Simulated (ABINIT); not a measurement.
Crystal: ZnSe (Stilleite).

```
Se Zn
1.0
     0.00000    2.83380    2.83380
     2.83380    0.00000    2.83380
     2.83380    2.83380    0.00000
Se Zn
1 1
Direct
  0.75000 0.75000 0.75000
  0.00000 0.00000 0.00000
```

Base run:

| Item | Value |
| --- | --- |
| Program | ABINIT 10.8.3 (patched build) |
| Functional | PBE |
| Potentials or basis | JTH PAW PBE v2.0 |
| Cutoff | 435 eV |
| k mesh | 6 × 6 × 6 |
| Occupations | fermi-dirac, width 0.05 eV |
| Spin | no spin polarisation |

Its results: band gap on the k mesh 1.28 eV, direct.

Problem. The run is repeated on the same cell with these changes: spin from no spin polarisation to spin-orbit coupling, no magnetisation. What comes out?

Solution. Band gap on the k mesh 1.16 eV, direct.

Spin-orbit coupling splits the band edges, which narrows the gap.

